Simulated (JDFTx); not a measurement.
# MgO (Fm-3m) in JDFTx: notebook

Aim: see how the results for MgO move with the level of theory and the settings. Levels: PBEsol, LDA. Tasks: single point.

Program: JDFTx 1.7.0 (patched build). These are calculated values, not measurements. Logs are shortened: lines on timing, memory, paths and dates and some standing lists are left out, and cuts for length are marked. The log counts tension as positive stress, the text compression.

**Measured values to compare with.**

From “Electronic structure of alkaline earth and post-transition metal oxides”, 2009, arxiv:0908.1581, for a bulk crystal of MgO: band gap 7.83 eV.

The results are compared with them further down.

### Step 1. The structure

It takes space group Fm-3m (No. 225, cubic). The conventional cell has a = 4.194 Å, b = 4.194 Å, c = 4.194 Å, α = 90.00°, β = 90.00°, γ = 90.00°. Mg (site symmetry m-3m) has 6 O at 2.10 Å as nearest neighbours. Around O (site symmetry m-3m) lie 6 Mg at 2.10 Å.

The cell is a database's computed one.

### Step 2. Single point, PBEsol

Input file MgO.in:

```
include MgO.lattice
coords-type Lattice
include MgO.ionpos

ion-species pseudo/Mg.upf
ion-species pseudo/O.upf
elec-cutoff 42 336
elec-ex-corr gga-PBEsol
kpoint-folding 11 11 11
elec-smearing Gauss 0.00036749322
elec-n-bands 14
electronic-SCF nIterations 100 energyDiffThreshold 1e-09
electronic-minimize nIterations 30 energyDiffThreshold 1e-7
converge-empty-states yes
forces-output-coords Cartesian

dump-name run.$VAR
dump End Ecomponents EigStats BandEigs Kpoints Forces Stress ElecDensity Dtot KEdensity
```

Input file MgO.lattice:

```
lattice \
    0.0000000000     3.9627583152     3.9627583152 \
    3.9627583152     0.0000000000     3.9627583152 \
    3.9627583152     3.9627583152     0.0000000000
```

Input file MgO.ionpos:

```
ion Mg     0.0000000000     0.0000000000     0.0000000000 1
ion O      0.5000000000     0.5000000000     0.5000000000 1
```

Potentials or basis: PseudoDojo-SR-PBEsol-0.4.1-standard with smoothed tails.

Run with:

```sh
$ jdftx -c 1 -i MgO.in -o MgO.out
```

The program printed:

```text
*************** JDFTx 1.7.0 (patched build) ***************

[... 9 lines left out ...]
---------- Initializing the Grid ----------
R =
[            0      3.96276      3.96276  ]
[      3.96276            0      3.96276  ]
[      3.96276      3.96276            0  ]
unit cell volume = 124.458
G =
[  -0.792779   0.792779   0.792779  ]
[   0.792779  -0.792779   0.792779  ]
[   0.792779   0.792779  -0.792779  ]
Minimum fftbox size, Smin = [  48  48  48  ]
Chosen fftbox size, S = [  48  48  48  ]

---------- Initializing tighter grid for wavefunction operations ----------
R =
[            0      3.96276      3.96276  ]
[      3.96276            0      3.96276  ]
[      3.96276      3.96276            0  ]
unit cell volume = 124.458
G =
[  -0.792779   0.792779   0.792779  ]
[   0.792779  -0.792779   0.792779  ]
[   0.792779   0.792779  -0.792779  ]
Minimum fftbox size, Smin = [  36  36  36  ]
Chosen fftbox size, S = [  36  36  36  ]

---------- Exchange Correlation functional ----------
Initalized PBEsol GGA exchange.
Initalized PBEsol GGA correlation.

---------- Setting up pseudopotentials ----------
Width of ionic core gaussian charges (only for fluid interactions / plotting) set to 0

Reading pseudopotential file 'pseudo/Mg.upf':
  'Mg' pseudopotential, 'PBESOL' functional
  Generated using ONCVPSP code by D. R. Hamann
  10 valence electrons, 3 orbitals, 4 projectors, 1001 radial grid points, with lMax = 1
    2S    l: 0   occupation:  2.0   eigenvalue: -2.925002
    2P    l: 1   occupation:  6.0   eigenvalue: -1.710720
    3S    l: 0   occupation:  2.0   eigenvalue: -0.171965
  Core radius for overlap checks: 1.50 bohrs.

Reading pseudopotential file 'pseudo/O.upf':
  'O' pseudopotential, 'PBESOL' functional
  Generated using ONCVPSP code by D. R. Hamann
  6 valence electrons, 2 orbitals, 5 projectors, 936 radial grid points, with lMax = 2
    2S    l: 0   occupation:  2.0   eigenvalue: -0.874950
    2P    l: 1   occupation:  4.0   eigenvalue: -0.329796
  Core radius for overlap checks: 1.39 bohrs.

Initialized 2 species with 2 total atoms.

Folded 1 k-points by 11x11x11 to 1331 k-points.

---------- Setting up k-points, bands, fillings ----------
Reduced to 56 k-points under symmetry.
Computing the number of bands and number of electrons
Calculating initial fillings.
nElectrons:  16.000000   nBands: 14   nStates: 56

----- Setting up reduced wavefunction bases (one per k-point) -----
average nbasis = 1617.811 , ideal nbasis = 1618.045

---------- Setting up ewald sum ----------
Optimum gaussian width for ewald sums = 1.799816 bohr.
Real space sum over 1331 unit cells with max indices [  5  5  5  ]
Reciprocal space sum over 2197 terms with max indices [  6  6  6  ]

---------- Allocating electronic variables ----------
Initializing wave functions:  linear combination of atomic orbitals
Note: number of bands (14) exceeds available atomic orbitals (9)
Mg pseudo-atom occupations:   s ( 2 2 )  p ( 6 )
O pseudo-atom occupations:   s ( 2 )  p ( 4 )
	FillingsUpdate:  mu: +0.560416714  nElectrons: 16.000000
LCAOMinimize: Iter:   0  F: -75.2872366157486255  |grad|_K:        nan  alpha:  1.000e+00
LCAOMinimize: |grad|_K=nan. Stopping ...

-------- Electronic minimization -----------
Will mix electronic density at each iteration.
	FillingsUpdate:  mu: +0.560416714  nElectrons: 16.000000
	FillingsUpdate:  mu: +0.545135246  nElectrons: 16.000000
SCF: Cycle:  0   F: -75.045663010782732   dF: +2.416e-01   |Residual|: 6.043e-01   |deigs|: 1.398e-01
	FillingsUpdate:  mu: +0.300000000  nElectrons: 16.000000
SCF: Cycle:  1   F: -75.406664389052708   dF: -3.610e-01   |Residual|: 8.949e-02   |deigs|: 9.883e-02
	FillingsUpdate:  mu: +0.300000000  nElectrons: 16.000000
SCF: Cycle:  2   F: -75.412107277931909   dF: -5.443e-03   |Residual|: 1.560e-02   |deigs|: 1.082e-02
	FillingsUpdate:  mu: +0.470621670  nElectrons: 16.000000
SCF: Cycle:  3   F: -75.412118182187498   dF: -1.090e-05   |Residual|: 5.507e-03   |deigs|: 3.067e-03
	FillingsUpdate:  mu: +0.470078352  nElectrons: 16.000000
SCF: Cycle:  4   F: -75.412146977515633   dF: -2.880e-05   |Residual|: 1.096e-03   |deigs|: 9.764e-04
	FillingsUpdate:  mu: +0.470106783  nElectrons: 16.000000
SCF: Cycle:  5   F: -75.412147107385152   dF: -1.299e-07   |Residual|: 1.311e-04   |deigs|: 2.521e-04
	FillingsUpdate:  mu: +0.470116843  nElectrons: 16.000000
SCF: Cycle:  6   F: -75.412147127429932   dF: -2.004e-08   |Residual|: 7.858e-05   |deigs|: 1.981e-04
	FillingsUpdate:  mu: +0.470127229  nElectrons: 16.000000
SCF: Cycle:  7   F: -75.412147131242477   dF: -3.813e-09   |Residual|: 1.428e-05   |deigs|: 1.600e-04
	FillingsUpdate:  mu: +0.470127817  nElectrons: 16.000000
SCF: Cycle:  8   F: -75.412147131519134   dF: -2.767e-10   |Residual|: 1.326e-05   |deigs|: 1.276e-04
	FillingsUpdate:  mu: +0.470128969  nElectrons: 16.000000
SCF: Cycle:  9   F: -75.412147131637298   dF: -1.182e-10   |Residual|: 1.432e-06   |deigs|: 9.543e-05
SCF: Converged (|Delta E|<1.000000e-09 for 2 iters).

Setting wave functions to eigenvectors of Hamiltonian
Converging empty states (this may take a while): |deigs|: 7.482e-04

# Stress tensor in Cartesian coordinates [Eh/a0^3]:
[ -7.64335e-05            0            0  ]
[            0 -7.64335e-05            0  ]
[            0            0 -7.64335e-05  ]

# Ionic positions in lattice coordinates:
ion Mg   0.000000000000000   0.000000000000000   0.000000000000000 1
ion O   0.500000000000000   0.500000000000000   0.500000000000000 1

# Forces in Cartesian coordinates:
force Mg  -0.000000000000000   0.000000000000000  -0.000000000000000 1
force O  -0.000000000000000   0.000000000000000   0.000000000000000 1

# Energy components:
   Eewald =      -47.5873828444100653
       EH =       20.5729537688944397
     Eloc =      -61.2749596144014674
      Enl =      -20.7997993583682792
      Exc =      -12.0508732216773460
 Exc_core =        0.4999159569664784
       KE =       45.2279981813589416
-------------------------------------
     Etot =      -75.4121471316372975
       TS =        0.0000000000000001
-------------------------------------
        F =      -75.4121471316372975

IonicMinimize: Iter:   0  F: -75.412147131637298  |grad|_K:  5.913e-43
IonicMinimize: Converged (|grad|_K<1.000000e-04).

#--- Lowdin population analysis ---
# oxidation-state Mg +1.520
# oxidation-state O -1.358

Dumping 'run.eigStats' ...
	eMin: -2.344372 at state 0 ( [ +0.000000 +0.000000 +0.000000 ] spin 0 )
	HOMO: +0.297507 at state 0 ( [ +0.000000 +0.000000 +0.000000 ] spin 0 )
	mu  : +0.470129
	LUMO: +0.473563 at state 0 ( [ +0.000000 +0.000000 +0.000000 ] spin 0 )
	eMax: +1.275599 at state 32 ( [ +0.000000 +0.363636 -0.454545 ] spin 0 )
	HOMO-LUMO gap: +0.176056
	Optical gap  : +0.176056 at state 0 ( [ +0.000000 +0.000000 +0.000000 ] spin 0 )
Done!
[note: mu as printed may lie anywhere between the filled and the empty levels]
```

Wall time 39 s (1 thread of Arm Neoverse V2, shared host); peak memory 0.09 GiB.

Results:

| Property | Result |
| --- | --- |
| Free energy | -2052.0691 eV |
| Pressure | 2.2 GPa |
| Band gap on the k mesh | 4.79 eV, direct |
| Loewdin charges | Mg +1.52; O -1.36 e |

Caveat: the atomic charges don't sum to the cell's charge.

### Step 3. Single point, LDA

Input file MgO.in:

```
lattice \
    0.0000000000     3.9627583152     3.9627583152 \
    3.9627583152     0.0000000000     3.9627583152 \
    3.9627583152     3.9627583152     0.0000000000
coords-type Cartesian
ion Mg     0.0000000000     0.0000000000     0.0000000000 1
ion O      3.9627583152     3.9627583152     3.9627583152 1

ion-species pseudo/Mg.upf
ion-species pseudo/O.upf
elec-cutoff 42 336
elec-ex-corr lda-PW
kpoint-folding 11 11 11
elec-smearing Fermi 0.0018374661
elec-n-bands 14
electronic-SCF nIterations 100 energyDiffThreshold 1e-09
electronic-minimize nIterations 30 energyDiffThreshold 1e-7
converge-empty-states yes
forces-output-coords Cartesian

dump-name run.$VAR
dump End Ecomponents EigStats BandEigs Kpoints Forces Stress ElecDensity
```

Potentials or basis: PseudoDojo-SR-LDA-0.4.1-standard with smoothed tails.

Run with:

```sh
$ jdftx -c 1 -i MgO.in -o MgO.out
```

Run time: 43 s. Hardware: 1 thread of Arm Neoverse V2, shared host; peak memory 0.09 GiB.

Results (log left out):

```
Free energy            : -2052.9668 eV
Pressure               : -4.0 GPa
Band gap on the k mesh : 4.82 eV, direct
Loewdin charges        : Mg +1.52; O -1.36 e
```

Levels at points of the mesh, in eV from the valence-band top:
```tsv
k point	band 5	band 6	band 7	band 8	band 9	band 10	band 11	band 12
(0.00, 0.00, 0.00)	-17.00	0.00	0.00	0.00	4.82	15.77	15.77	15.77
```

Caveat: the atomic charges don't sum to the cell's charge.

### Step 4. Single point, PBEsol

MgO.in: that of step 3 with these lines changed.

```diff
@@ -11,3 +11,3 @@
 elec-cutoff 42 336
-elec-ex-corr lda-PW
+elec-ex-corr gga-PBEsol
 kpoint-folding 11 11 11
@@ -21,2 +21,2 @@
 dump-name run.$VAR
-dump End Ecomponents EigStats BandEigs Kpoints Forces Stress ElecDensity
+dump End Ecomponents EigStats BandEigs Kpoints Forces Stress ElecDensity Dtot KEdensity
```

Potentials or basis: PseudoDojo-SR-PBEsol-0.4.1-standard with smoothed tails.

Run with:

```sh
$ jdftx -c 1 -i MgO.in -o MgO.out
```

The program printed:

```text
*************** JDFTx 1.7.0 (patched build) ***************

[... 9 lines left out ...]
---------- Initializing the Grid ----------
R =
[            0      3.96276      3.96276  ]
[      3.96276            0      3.96276  ]
[      3.96276      3.96276            0  ]
unit cell volume = 124.458
G =
[  -0.792779   0.792779   0.792779  ]
[   0.792779  -0.792779   0.792779  ]
[   0.792779   0.792779  -0.792779  ]
Minimum fftbox size, Smin = [  48  48  48  ]
Chosen fftbox size, S = [  48  48  48  ]

---------- Initializing tighter grid for wavefunction operations ----------
R =
[            0      3.96276      3.96276  ]
[      3.96276            0      3.96276  ]
[      3.96276      3.96276            0  ]
unit cell volume = 124.458
G =
[  -0.792779   0.792779   0.792779  ]
[   0.792779  -0.792779   0.792779  ]
[   0.792779   0.792779  -0.792779  ]
Minimum fftbox size, Smin = [  36  36  36  ]
Chosen fftbox size, S = [  36  36  36  ]

---------- Exchange Correlation functional ----------
Initalized PBEsol GGA exchange.
Initalized PBEsol GGA correlation.

---------- Setting up pseudopotentials ----------
Width of ionic core gaussian charges (only for fluid interactions / plotting) set to 0

Reading pseudopotential file 'pseudo/Mg.upf':
  'Mg' pseudopotential, 'PBESOL' functional
  Generated using ONCVPSP code by D. R. Hamann
  10 valence electrons, 3 orbitals, 4 projectors, 1001 radial grid points, with lMax = 1
    2S    l: 0   occupation:  2.0   eigenvalue: -2.925002
[... 55 lines left out ...]
	FillingsUpdate:  mu: +0.428221254  nElectrons: 16.000000
SCF: Cycle:  3   F: -75.412146894150979   dF: -2.602e-06   |Residual|: 9.136e-04   |deigs|: 1.699e-03
	FillingsUpdate:  mu: +0.428214112  nElectrons: 16.000000
SCF: Cycle:  4   F: -75.412147097683061   dF: -2.035e-07   |Residual|: 2.973e-04   |deigs|: 3.142e-04
	FillingsUpdate:  mu: +0.428255443  nElectrons: 16.000000
SCF: Cycle:  5   F: -75.412147130007810   dF: -3.232e-08   |Residual|: 4.500e-05   |deigs|: 2.903e-04
	FillingsUpdate:  mu: +0.428259233  nElectrons: 16.000000
SCF: Cycle:  6   F: -75.412147131398569   dF: -1.391e-09   |Residual|: 2.130e-05   |deigs|: 2.562e-04
	FillingsUpdate:  mu: +0.428260305  nElectrons: 16.000000
SCF: Cycle:  7   F: -75.412147131600022   dF: -2.015e-10   |Residual|: 6.290e-06   |deigs|: 2.000e-04
	FillingsUpdate:  mu: +0.428259904  nElectrons: 16.000000
SCF: Cycle:  8   F: -75.412147131637184   dF: -3.716e-11   |Residual|: 1.611e-06   |deigs|: 1.486e-04
SCF: Converged (|Delta E|<1.000000e-09 for 2 iters).

Setting wave functions to eigenvectors of Hamiltonian
Converging empty states (this may take a while): |deigs|: 1.483e-03

# Stress tensor in Cartesian coordinates [Eh/a0^3]:
[ -7.64273e-05            0            0  ]
[            0 -7.64273e-05            0  ]
[            0            0 -7.64273e-05  ]

# Ionic positions in cartesian coordinates:
ion Mg   0.000000000000000   0.000000000000000   0.000000000000000 1
ion O   3.962758315200000   3.962758315200000   3.962758315200000 1

# Forces in Cartesian coordinates:
force Mg   0.000000000000000  -0.000000000000000   0.000000000000000 1
force O   0.000000000000000   0.000000000000000  -0.000000000000000 1

# Energy components:
   Eewald =      -47.5873828444100653
       EH =       20.5729540403471525
     Eloc =      -61.2749607507929426
      Enl =      -20.7998003671869540
      Exc =      -12.0508734602659722
 Exc_core =        0.4999159569664784
       KE =       45.2280002937051222
-------------------------------------
     Etot =      -75.4121471316371839
       TS =        0.0000000000000014
-------------------------------------
        F =      -75.4121471316371839

IonicMinimize: Iter:   0  F: -75.412147131637184  |grad|_K:        nan
IonicMinimize: None of the convergence criteria satisfied after 0 iterations.

#--- Lowdin population analysis ---
# oxidation-state Mg +1.520
# oxidation-state O -1.358

Dumping 'run.eigStats' ...
	eMin: -2.344372 at state 0 ( [ +0.000000 +0.000000 +0.000000 ] spin 0 )
	HOMO: +0.297507 at state 0 ( [ +0.000000 +0.000000 +0.000000 ] spin 0 )
	mu  : +0.428260
	LUMO: +0.473563 at state 0 ( [ +0.000000 +0.000000 +0.000000 ] spin 0 )
	eMax: +1.275599 at state 32 ( [ +0.000000 +0.363636 -0.454545 ] spin 0 )
	HOMO-LUMO gap: +0.176056
	Optical gap  : +0.176056 at state 0 ( [ +0.000000 +0.000000 +0.000000 ] spin 0 )
Done!
[note: mu as printed may lie anywhere between the filled and the empty levels]
```

Run time: 45 s. Hardware: 1 thread of Arm Neoverse V2, shared host; peak memory 0.09 GiB.

What came out:

```
Free energy            : -2052.0691 eV
Pressure               : 2.2 GPa
Band gap on the k mesh : 4.79 eV, direct
Loewdin charges        : Mg +1.52; O -1.36 e
```

Caveat: the atomic charges don't sum to the cell's charge.

### Step 5. For comparison

An earlier run on the cell as given: functional PBEsol; potentials or basis PseudoDojo-SR-PBEsol-0.4.1-standard with smoothed tails; cutoff 1143 eV; density cutoff 9143 eV; k mesh 11 × 11 × 11; occupations fermi-dirac, width 0.05 eV; no spin polarisation.

* Pressure: 2.2 GPa
* Band gap on the k mesh: 4.79 eV, direct
* Loewdin charges: Mg +1.52; O -1.36 e

### Step 6. Summary

| level | potentials or basis | smearing | gap on the mesh (eV) | pressure (GPa) |
| --- | --- | --- | --- | --- |
| PBEsol | PseudoDojo-SR-PBEsol-0.4.1-standard with smoothed tails | gaussian 0.02 eV | 4.79 | 2.2 |
| LDA | PseudoDojo-SR-LDA-0.4.1-standard with smoothed tails | fermi-dirac 0.05 eV | 4.82 | -4.0 |
| PBEsol | PseudoDojo-SR-PBEsol-0.4.1-standard with smoothed tails | fermi-dirac 0.05 eV | 4.79 | 2.2 |

Alike in all rows: task single point; no spin polarisation; cell as given; k mesh 11 × 11 × 11; cutoff (eV) 1143.

Absolute energies hang on the potentials; compare differences alone.

### Step 7. How close it comes

Step 2. A measured gap of MgO is 7.83 eV (quoted in “Electronic structure of alkaline earth and post-transition metal oxides”, 2009, arxiv:0908.1581); the calculated 4.79 eV misses it by -3.04 eV. The value is that of PBEsol, without temperature or zero-point motion. Semilocal functionals fall short of measured gaps as a rule. The cell is a database's relaxed one, not the measured one, which moves gaps too.

Step 3. A measured gap of MgO is 7.83 eV (quoted in “Electronic structure of alkaline earth and post-transition metal oxides”, 2009, arxiv:0908.1581); the calculated 4.82 eV misses it by -3.01 eV. The value is that of LDA, without temperature or zero-point motion. Semilocal functionals fall short of measured gaps as a rule. The cell is a database's relaxed one, not the measured one, which moves gaps too.

Step 4. Against the measured gap of MgO, 7.83 eV (quoted in “Electronic structure of alkaline earth and post-transition metal oxides”, 2009, arxiv:0908.1581), the calculated 4.79 eV is off by -3.04 eV. The value is that of PBEsol, without temperature or zero-point motion. Semilocal functionals fall short of measured gaps as a rule. The cell is a database's relaxed one, not the measured one, which moves gaps too.
